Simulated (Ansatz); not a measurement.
# LiF (Fm-3m) on a mismatched substrate

```xyz
2
Lattice="1.9949 1.9949 0.0000 -1.9949 1.9949 0.0000 0.0000 1.9949 1.9949" Properties=species:S:1:pos:R:3 pbc="T T T"
Li    0.0000    0.0000    0.0000
F     0.0000    1.9949    0.0000
```

This cell was relaxed by PAW under r²SCAN. A film on a (001) substrate is mimicked by stretching x and y by ε∥; the length along z and the atoms then relax by PAW (default files of Ansatz 0.2.0, cutoff 500 eV, stress met within about 0.05 GPa). Stress and levels come from r²SCAN, PAW on Ansatz 0.2.0's default frozen-core files (fitted under PBE), scalar-relativistic; k mesh 10×10×10, fixed occupations, cutoff 500 eV. Conduction levels are in eV over the valence top, at fixed fractional wave vectors.

| ε∥ (%) | ε⊥ (%) | σ∥ (GPa, tension positive) | Γ | L (oblique) | X ⊥ z | X ∥ z | 2nd valence level at Γ | 3rd |
| --- | --- | --- | --- | --- | --- | --- | --- | --- |
| -2.0 | 1.445 | -3.52 | 10.531 | 12.113 | 16.764 | 16.092 | -0.074 | -0.074 |
| -1.0 | 0.711 | -1.66 | 10.429 | 12.061 | 16.533 | 16.200 | -0.039 | -0.039 |
| -0.5 | 0.359 | -0.81 | 10.379 | 12.036 | 16.421 | 16.254 | -0.020 | -0.020 |
| 0.0 | 0.000 | -0.02 | 10.330 | 12.013 | 16.312 | 16.312 | 0.000 | 0.000 |
| 0.5 | -0.300 | 0.74 | 10.256 | 11.967 | 16.184 | 16.339 | 0.000 | -0.019 |
| 1.0 | ? | ? | ? | ? | ? | ? | ? | ? |
| 2.0 | -1.262 | 2.69 | 10.044 | 11.837 | 15.816 | 16.441 | 0.000 | -0.082 |

The last two columns are counted from the highest valence level at Γ.

Task: How does the film contract along z, and how stiff is it in the plane?

Result: Quadratic fits through the 6 rows shown have slopes dε⊥/dε∥ = -0.676 and dσ∥/dε∥ = 155.3 GPa at zero strain. Elasticity asks −2C12/C11 = -0.674 and C11 + C12 − 2C12²/C11 = 154.2 GPa, from PAW constants C11 = 138.9, C12 = 46.8 GPa. At the level of the σ∥ column the films keep up to 0.07 GPa along z against the unstrained cell; this and the cubic term, which a quadratic fit over ±2 % leaves out, limit the agreement.

Task: Which shear deformation potential b does the valence splitting give?

Result: Without spin-orbit coupling the single level moves against the pair by 3b(ε⊥ − ε∥): 0.0198 eV at ε⊥ − ε∥ = 0.00859 and -0.0192 eV at -0.00800, so b = 0.78 eV.

Task: Fill the row at ε∥ = 1.0 %.

Result: The fits give ε⊥ = -0.641 % and σ∥ = 1.44 GPa. Computed: ε⊥ (%) = -0.607, σ∥ (GPa, tension positive) = 1.44, Γ = 10.184, L (oblique) = 11.923, X ⊥ z = 16.059, X ∥ z = 16.369, 2nd valence level at Γ = 0.000, 3rd = -0.039. The levels have a kink at zero strain, where another valence state takes the top, so one parabola doesn't fit them.

Task: What is the slope of the gap under small compression and under small tension?

Result: dE_g/dε∥ is -98 meV per % on the compressed side and -146 on the stretched side, so the gap rises under compression and falls under tension. The lowest conduction level stays at Γ.

Known limits: frozen-core PAW files fitted under PBE, their cores solved anew for the functional of the run; semilocal gaps are low, and the spacing of valleys can be off by tenths of an eV; levels are read at fixed fractional k, so an edge that moves off these points is missed.
